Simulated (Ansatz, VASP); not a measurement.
**Two plane-wave programs on HfB2**

```
CELL_PARAMETERS angstrom
3.19120 0.00000 0.00000
-1.59560 2.76366 0.00000
0.00000 0.00000 3.56297
ATOMIC_POSITIONS crystal
Hf 0.00000 0.00000 0.00000
B 0.33333 0.66667 0.50000
B 0.66667 0.33333 0.50000
```

Alike in both runs: functional r2SCAN; k mesh 15 × 15 × 12; occupations gaussian, width 0.1 eV; no spin polarisation.

Ansatz relaxed the structure, and its values are those at the end. VASP's run is a single point on that final structure, the one shown.

|  | VASP | Ansatz |
| --- | --- | --- |
| version | VASP 6.6.1 | Ansatz 0.2.0 |
| potentials or method | VASP PAW PBE potentials, release 64 (Hf_pv, B) | scalar-relativistic, plane waves, PAW |
| plane-wave cutoff (eV) | 520 | 500 |
| valence electrons in the cell | 16 | 32 |

```tsv
	VASP	Ansatz	Ansatz less VASP
gap on the k mesh at the Fermi level (eV)	none	none	-
pressure (GPa)	-14.0	-13.3	+0.72
```

A gap of «none» marks a metal or a gap that the smearing closes. The two sets of potentials don't hold the same shells in valence.

Caveats: the PAW data sets were made with another functional, which shifts forces and pressure a little (VASP). Spin-orbit coupling is left out, which matters for the levels of Hf.
